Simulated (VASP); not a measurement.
Ge8H3: single point with RPBE+D3(BJ)

The system is Ge8H3, a slab with vacuum.

```xyz
66
Lattice="8.0016 8.0016 0.0000 -8.0016 8.0016 0.0000 0.0000 0.0000 23.7419" Properties=species:S:1:pos:R:3 pbc="T T T"
Ge    3.0139    7.9859    9.9233
Ge    1.0679   11.9316    9.9673
Ge   -7.0957    8.0328    9.9383
Ge    0.8765    4.0514   10.4513
Ge    3.4897   12.0119   10.8347
Ge   -4.5895    7.9985   10.2706
Ge    3.4587    3.9824   10.9177
Ge    0.6045    7.9813   10.7275
Ge    3.9124   10.1392    9.1700
Ge    0.0325   13.9639    9.0506
Ge    0.0374    2.1381    9.1296
Ge    0.1111    6.0471    9.1959
Ge   -4.0682    5.8662    9.1700
Ge   -4.1045   10.1588    9.2074
Ge    3.8938    5.8188    9.2075
Ge    0.0389    9.8556    9.1614
Ge    5.9682   10.0113    7.7905
Ge   -5.9018    6.0081    7.5295
Ge   -5.9617   10.0004    7.5940
Ge    1.9666    5.9973    7.6066
Ge   -1.9754    5.9970    7.8620
Ge   -2.0458   10.0118    7.8294
Ge    5.9134    5.9979    7.7745
Ge    1.9938   10.0310    7.5733
Ge    5.9792    8.0077    6.3364
Ge    1.9987   12.0090    6.1534
Ge   -5.9912    8.0216    6.1834
Ge    1.9870    4.0123    6.1910
Ge   -1.9894    4.0244    6.3489
Ge   -2.0202    7.9956    6.3754
Ge   -1.9975   11.9900    6.3335
Ge    1.9773    7.9920    6.2142
Ge    4.0001    8.0059    4.8412
Ge   -0.0359   12.0033    4.8219
Ge    7.9675    8.0028    4.8478
Ge   -0.0307    4.0008    4.8314
Ge   -3.9579    4.0053    4.8325
Ge   -3.9664    8.0018    4.8322
Ge   -3.9800   11.9950    4.8392
Ge   -0.0494    8.0010    4.8557
Ge    4.0008   10.0020    3.4394
Ge    0.0000   14.0028    3.4394
Ge    0.0000    2.0004    3.4394
Ge    0.0000    6.0012    3.4394
Ge   -4.0008    6.0012    3.4394
Ge   -4.0008   10.0020    3.4394
Ge    4.0008    6.0012    3.4394
Ge    0.0000   10.0020    3.4394
H     5.2174   10.0020    2.5000
H     2.7842   10.0020    2.5000
H     1.2166   14.0028    2.5000
H    -1.2166   14.0028    2.5000
H     1.2166    2.0004    2.5000
H    -1.2166    2.0004    2.5000
H     1.2166    6.0012    2.5000
H    -1.2166    6.0012    2.5000
H    -2.7842    6.0012    2.5000
H    -5.2174    6.0012    2.5000
H    -2.7842   10.0020    2.5000
H    -5.2174   10.0020    2.5000
H     5.2174    6.0012    2.5000
H     2.7842    6.0012    2.5000
H     1.2166   10.0020    2.5000
H    -1.2166   10.0020    2.5000
H    -4.3681    7.9863   11.8097
H     0.0795    3.9722   11.7941
```

The cell was built by a generator and needn't be a form met in nature.

```
Program             : VASP 6.6.1
Task                : single point
Functional          : RPBE
Dispersion          : D3(BJ)
Potentials or basis : VASP PAW PBE potentials, release 64 (Ge_d, H)
Cutoff              : 400 eV
k mesh              : 1 × 1 × 1
Occupations         : gaussian, width 0.05 eV
Spin                : no spin polarisation
```

```yaml
Largest_force: 0.500 eV/Å
Band_gap_on_the_k_mesh: 0.59 eV, direct
Dispersion_energy_per_atom: -0.824 eV
```

Forces in eV/Å, atoms in the order of the input:
```
Ge  -0.082  0.026 -0.190
Ge   0.084  0.008 -0.226
Ge   0.199  0.000 -0.349
Ge   0.251  0.054 -0.429
Ge   0.048  0.030 -0.296
Ge  -0.093 -0.004 -0.399
Ge  -0.138 -0.036 -0.321
Ge   0.003 -0.035 -0.317
Ge  -0.166  0.178 -0.233
Ge   0.114  0.018 -0.331
Ge   0.161  0.096 -0.243
Ge   0.213  0.048 -0.162
Ge  -0.216 -0.079 -0.182
Ge  -0.229  0.080 -0.170
Ge  -0.203 -0.196 -0.227
Ge   0.178 -0.173 -0.247
Ge  -0.019  0.006 -0.114
Ge   0.021  0.055  0.116
Ge   0.009 -0.017  0.132
Ge  -0.029 -0.056  0.054
Ge  -0.003  0.008 -0.099
Ge  -0.018 -0.003 -0.095
Ge  -0.028 -0.002 -0.110
Ge   0.000 -0.027 -0.033
Ge   0.014 -0.006 -0.002
Ge  -0.005 -0.002  0.061
Ge  -0.005  0.004  0.045
Ge  -0.002  0.005  0.046
Ge  -0.008  0.004  0.012
Ge  -0.001  0.002  0.017
Ge  -0.011 -0.006  0.009
Ge   0.007  0.015  0.076
Ge  -0.006 -0.001  0.169
Ge   0.000  0.006  0.166
Ge   0.004 -0.005  0.152
Ge   0.004 -0.001  0.162
Ge   0.002  0.002  0.166
Ge   0.008 -0.004  0.179
Ge   0.003  0.003  0.171
Ge   0.010 -0.001  0.165
Ge   0.176  0.037  0.249
Ge  -0.185  0.039  0.246
Ge  -0.192 -0.003  0.261
Ge  -0.186  0.045  0.293
Ge   0.175  0.014  0.207
Ge   0.184 -0.015  0.208
Ge   0.129 -0.031  0.317
Ge  -0.194 -0.076  0.274
H   -0.090 -0.024  0.028
H    0.061  0.016  0.080
H   -0.053  0.006  0.086
H    0.075  0.024  0.019
H   -0.057 -0.009  0.079
H    0.090 -0.016  0.019
H   -0.063  0.012  0.074
H    0.121 -0.002  0.024
H   -0.120  0.015  0.025
H    0.063  0.005  0.069
H   -0.109  0.005  0.022
H    0.066 -0.022  0.070
H   -0.070  0.011  0.014
H    0.064  0.001  0.070
H   -0.058 -0.011  0.083
H    0.109  0.002  0.033
H   -0.014 -0.007  0.021
H    0.005 -0.006  0.007
```

Levels at points of the mesh, in eV from the valence-band top:
| k point | band 343 | band 344 | band 345 | band 346 | band 347 | band 348 |
| --- | --- | --- | --- | --- | --- | --- |
| (0.00, 0.00, 0.00) | -0.26 | -0.22 | 0.00 | 0.59 | 0.70 | 1.02 |

Wall time 3.3 min on 8 MPI ranks on Intel(R) Xeon(R) 6975P-C (Granite Rapids), with other jobs on the host, peak memory 0.43 GiB a rank.

Caveat: the PAW data sets were made with another functional, which shifts forces and pressure a little. Expect the measured gap to be larger: semilocal functionals such as RPBE lack the derivative discontinuity.
